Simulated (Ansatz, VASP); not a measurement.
**One calculation of WC, two programs**

Contents of INCAR:

```
SYSTEM = WC
ALGO     = Normal         ! electronic algorithm
EDIFF    = 1E-6           ! SCF threshold, eV
ENCUT    = 520            ! plane-wave cutoff, eV
GGA      = PS             ! functional
ISIF     = 2              ! what is computed and relaxed
ISMEAR   = -1             ! smearing method
LASPH    = .TRUE.         ! aspherical terms in the spheres
LCHARG   = .TRUE.         ! write CHGCAR
LELF     = .TRUE.         ! ELF
LREAL    = .FALSE.        ! projectors in reciprocal space
LVHAR    = .TRUE.       
LWAVE    = .FALSE.        ! write WAVECAR
NBANDS   = 16             ! bands
NELM     = 100            ! most SCF steps
PREC     = Accurate       ! precision mode
SIGMA    = 0.05           ! smearing width, eV
```

File KPOINTS:

```
k-points
0
G
  10 10 10
  0 0 0
```

POSCAR

```
WC
1.0
    0.0000000000      2.1926840000      2.1926840000
    2.1926840000      0.0000000000      2.1926840000
    2.1926840000      2.1926840000      0.0000000000
W C
1 1
Direct
    0.0000000000      0.0000000000      0.0000000000
    0.5000000000      0.5000000000      0.5000000000
```

The input input.yaml:

```yaml
crystal:
  lattice:
    - [0.0, 2.192684, 2.192684]
    - [2.192684, 0.0, 2.192684]
    - [2.192684, 2.192684, 0.0]
  atoms:
    - { symbol: W, position: [0.0, 0.0, 0.0] }
    - { symbol: C, position: [0.5, 0.5, 0.5] }
hamiltonian:
  xc: pbesol
  pseudopotentials: { kind: paw }
kpoints:
  mp_grid: { grid: [10, 10, 10] }
  band_path:
    path:
      - [[0.0, 0.0, 0.0], [0.5, 0.0, 0.5], [0.5, 0.25, 0.75], [0.375, 0.375, 0.75], [0.0, 0.0, 0.0], [0.5, 0.5, 0.5], [0.625, 0.25, 0.625], [0.5, 0.25, 0.75], [0.5, 0.5, 0.5], [0.375, 0.375, 0.75]]
      - [[0.625, 0.25, 0.625], [0.5, 0.0, 0.5]]
    npoints: 14
scf:
  occupations: { method: fermi_dirac, width: 0.05 }
  n_extra_bands: 6
output:
  forces: true
  stress: true
  eigenvalues: true
  fatbands: true
  write_density: true
  write_potential: true
  elf: true
  volumetric_format: npy
```

Measurements of this composition are mostly on another form, of space group No. 187.

Alike in both runs: functional PBEsol; k mesh 10 × 10 × 10; occupations fermi-dirac, width 0.05 eV; no spin polarisation.

|  | VASP | Ansatz |
| --- | --- | --- |
| version | VASP 6.6.1 | Ansatz 0.2.0 |
| potentials or method | VASP PAW PBE potentials, release 64 (W_sv, C) | Ansatz PAW |
| plane-wave cutoff (eV) | 520 | 420 |
| valence electrons in the cell | 18 | 18 |
| task | single point | band structure |

|  | VASP | Ansatz | Ansatz less VASP |
| --- | --- | --- | --- |
| gap on the k mesh at the Fermi level (eV) | none | none | - |
| pressure (GPa) | -9.3 | -10.2 | -0.98 |

A gap of «none» marks a metal or a gap that the smearing closes. With one functional, cell and mesh, what is left measures potentials, basis and numerics.

Caveats: the PAW data sets were made with another functional, which shifts forces and pressure a little (VASP); the pressure holds a Pulay correction of +0.3 GPa for the finite cutoff (Ansatz); spin-orbit coupling is left out, which moves the levels of the heavy elements (Ansatz); the PAW data sets come from PBE, with cores solved anew for the run's functional, which leaves a small shift of forces and pressure (Ansatz). Spin-orbit coupling is left out, which matters for the levels of W.
